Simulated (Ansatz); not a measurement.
What does Ansatz print for the nuclei with this input?

The cell is a computed structure from the Materials Project (it need not be an observed phase), taken as it stands; its layers are parted by 13 Å of empty space, so it stands for a thin sheet, not for a bulk crystal.

```yaml
crystal:
  lattice:
    - [3.1831225544, 0.0, 0.0]
    - [-1.5915612772, 2.7566649955, 0.0]
    - [0.0, 0.0, 35.1805582101]
  atoms:
    - { symbol: W, position: [0.6666666667, 0.3333333333, 0.40768339], spin: 2.0 }
    - { symbol: W, position: [0.6666666667, 0.3333333333, 0.7766], spin: 2.0 }
    - { symbol: W, position: [0.3333333333, 0.6666666667, 0.2234], spin: 2.0 }
    - { symbol: W, position: [0.3333333333, 0.6666666667, 0.59231661], spin: 2.0 }
    - { symbol: S, position: [0.6666666667, 0.3333333333, 0.17885036] }
    - { symbol: S, position: [0.6666666667, 0.3333333333, 0.54797631] }
    - { symbol: S, position: [0.3333333333, 0.6666666667, 0.36337893] }
    - { symbol: S, position: [0.3333333333, 0.6666666667, 0.73225816] }
    - { symbol: S, position: [0.6666666667, 0.3333333333, 0.26774184] }
    - { symbol: S, position: [0.6666666667, 0.3333333333, 0.63662107] }
    - { symbol: S, position: [0.3333333333, 0.6666666667, 0.45202369] }
    - { symbol: S, position: [0.3333333333, 0.6666666667, 0.82114964] }
magnetization:
  spin_polarized: true
kpoints:
  mp_grid: { grid: [10, 10, 1] }
scf:
  occupations: { method: fermi_dirac, width: 0.02 }
hamiltonian:
  xc: pbe
  pseudopotentials: { kind: paw, frozen_core: stored }
output:
  forces: true
  stress: true
  populations: true
  efg: { quadrupole_moments_barn: { S: -0.0694 } }
```

```sh
ansatz run input.yaml --threads 1 --pin off --max-ram 3072MiB --backend cpu --events-out ev --progress --plain --runs-dir out
```

Of the output, the block on the nuclei alone is shown; the set-up, the SCF iterations, energies, forces and stress are cut. One atom of each set with nearly equal values is shown.

```
--- PAW observables at the nuclei: V_zz in 10²¹ V/m², potentials from the cell's mean, atoms counted from 1 ---
  atom   1  W  V_zz =   -17.014365   η = 0.0000   by run symmetry: allowed
            electrostatic potential = -14799.971156 V   contact ρ = 8821986.744964 e/Å³   contact ρ_s (e/Å³): all electrons +0.000019, valence +0.000025
  atom   2  W  V_zz =   -16.792551   η = 0.0000   by run symmetry: allowed
            electrostatic potential = -14799.961507 V   contact ρ = 8821985.926278 e/Å³   contact ρ_s (e/Å³): all electrons +0.000026, valence +0.000027
  atom   5  S  V_zz =    -4.818162   η = 0.0000   by run symmetry: allowed   C_q = +8.0853 MHz
            electrostatic potential = -1632.641924 V   contact ρ = 19770.433547 e/Å³   contact ρ_s (e/Å³): all electrons +0.000001, valence +0.000001
  atom   6  S  V_zz =    -4.825975   η = 0.0000   by run symmetry: allowed   C_q = +8.0984 MHz
            electrostatic potential = -1632.643162 V   contact ρ = 19770.444836 e/Å³   contact ρ_s (e/Å³): all electrons +0.000000, valence +0.000000
  atom   7  S  V_zz =    -4.842501   η = 0.0000   by run symmetry: allowed   C_q = +8.1261 MHz
            electrostatic potential = -1632.643896 V   contact ρ = 19770.431729 e/Å³   contact ρ_s (e/Å³): all electrons +0.000001, valence +0.000001
  atom   8  S  V_zz =    -4.799412   η = 0.0000   by run symmetry: allowed   C_q = +8.0538 MHz
            electrostatic potential = -1632.645725 V   contact ρ = 19770.432001 e/Å³   contact ρ_s (e/Å³): all electrons +0.000000, valence +0.000000
```

Hardware: 1 thread of Intel Xeon Platinum 8259CL CPU @ 2.50GHz (Skylake/Cascade Lake) (x86_64; 8 cores open to the job, memory cap 3.0 GiB, no GPU), a shared host with a load of 0.5 a core. Wall time 76 s, CPU time 72 s, peak memory 0.96 GiB.

Without spin–orbit coupling the gradients at and beside W can be off by some per cent, at some sites by more. The start moments die out, and the run ends without spin.
